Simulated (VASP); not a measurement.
Here is a VASP 6.6.1 calculation.

The input INCAR:

```
ALGO = Normal
EDIFF = 1E-6
EDIFFG = -0.01
ENCUT = 600
GGA = PE
IBRION = 2
ISIF = 3
ISMEAR = 0
IVDW = 12
KPAR = 8
LASPH = T
LCHARG = F
LREAL = Auto
LWAVE = F
NELM = 80
NSW = 90
PREC = Accurate
SIGMA = 0.03
```

File KPOINTS:

```
k-points
0
Gamma
  4 4 4
```

Contents of POSCAR:

```
Zn3N2
1.0
   -4.8657039417      4.8657039417      4.8657039417
    4.8657039417     -4.8657039417      4.8657039417
    4.8657039417      4.8657039417     -4.8657039417
Zn N
24 16
Direct
    0.2763928900      0.0240941700      0.0481893800
    0.7477012800      0.2236071100      0.2717964900
    0.0240952100      0.4759058300      0.7522987200
    0.4759047900      0.2282035100      0.4518106200
    0.4518106200      0.4759047900      0.2282035100
    0.0240941700      0.0481893800      0.2763928900
    0.2717964900      0.7477012800      0.2236071100
    0.4759058300      0.7522987200      0.0240952100
    0.7522987200      0.0240952100      0.4759058300
    0.2236071100      0.2717964900      0.7477012800
    0.0481893800      0.2763928900      0.0240941700
    0.2282035100      0.4518106200      0.4759047900
    0.5240941700      0.2477012800      0.9759047900
    0.7282035100      0.2522987200      0.7763928900
    0.9759058300      0.9518106200      0.7236071100
    0.5481893800      0.5240952100      0.7717964900
    0.5240952100      0.7717964900      0.5481893800
    0.9759047900      0.5240941700      0.2477012800
    0.2522987200      0.7763928900      0.7282035100
    0.7236071100      0.9759058300      0.9518106200
    0.2477012800      0.9759047900      0.5240941700
    0.7763928900      0.7282035100      0.2522987200
    0.9518106200      0.7236071100      0.9759058300
    0.7717964900      0.5481893800      0.5240952100
    0.7291215300      0.4791215300      0.2500000000
    0.7500000000      0.7708784700      0.0208784700
    0.0208784700      0.7500000000      0.7708784700
    0.2500000000      0.7291215300      0.4791215300
    0.4791215300      0.2500000000      0.7291215300
    0.7708784700      0.0208784700      0.7500000000
    0.2708784700      0.5208784700      0.7500000000
    0.2500000000      0.2291215300      0.9791215300
    0.9791215300      0.2500000000      0.2291215300
    0.7500000000      0.2708784700      0.5208784700
    0.5208784700      0.7500000000      0.2708784700
    0.2291215300      0.9791215300      0.2500000000
    0.5000000000      0.0000000000      0.0000000000
    0.0000000000      0.0000000000      0.5000000000
    0.0000000000      0.5000000000      0.0000000000
    0.5000000000      0.5000000000      0.5000000000
```

Potentials or basis: VASP PAW PBE potentials, release 64 (Zn, N).

The run is started by

```console
$ cat potpaw_PBE.64/Zn/POTCAR potpaw_PBE.64/N/POTCAR > POTCAR
$ mpirun -np 8 vasp_std > vasp.out
```

Problem. What does it give for the relaxed volume?

Solution. 11.59 Å³/atom.

Problem. Estimate the space group after relaxing (to 0.05 Å).

Solution. Ia-3 (No. 206).

Problem. What does it give for the band gap on the k mesh?

Solution. None (metal or under the smearing width).

Forces on the atoms (eV/Å):
```
Zn  -0.002  0.002  0.004
Zn  -0.004 -0.002 -0.002
Zn   0.002  0.002 -0.004
Zn   0.002 -0.002  0.004
Zn   0.004  0.002 -0.002
Zn   0.002  0.004 -0.002
Zn  -0.002 -0.004 -0.002
Zn   0.002 -0.004  0.002
Zn  -0.004  0.002  0.002
Zn  -0.002 -0.002 -0.004
Zn   0.004 -0.002  0.002
Zn  -0.002  0.004  0.002
Zn  -0.002  0.004 -0.002
Zn   0.002  0.004  0.002
Zn  -0.002 -0.004  0.002
Zn  -0.004 -0.002  0.002
Zn  -0.002  0.002 -0.004
Zn  -0.002 -0.002  0.004
Zn   0.004  0.002  0.002
Zn   0.002 -0.002 -0.004
Zn   0.004 -0.002 -0.002
Zn   0.002  0.002  0.004
Zn  -0.004  0.002 -0.002
Zn   0.002 -0.004 -0.002
N    0.000  0.000  0.002
N   -0.002  0.000  0.000
N    0.000 -0.002  0.000
N    0.002  0.000  0.000
N    0.000  0.002  0.000
N    0.000  0.000 -0.002
N    0.000  0.000 -0.002
N    0.002  0.000  0.000
N    0.000  0.002  0.000
N   -0.002  0.000  0.000
N    0.000 -0.002  0.000
N    0.000  0.000  0.002
N    0.000  0.000  0.000
N    0.000  0.000  0.000
N    0.000  0.000  0.000
N    0.000  0.000  0.000
```

Caveat: pairwise dispersion overbinds metals, which lowers pressure and volume.
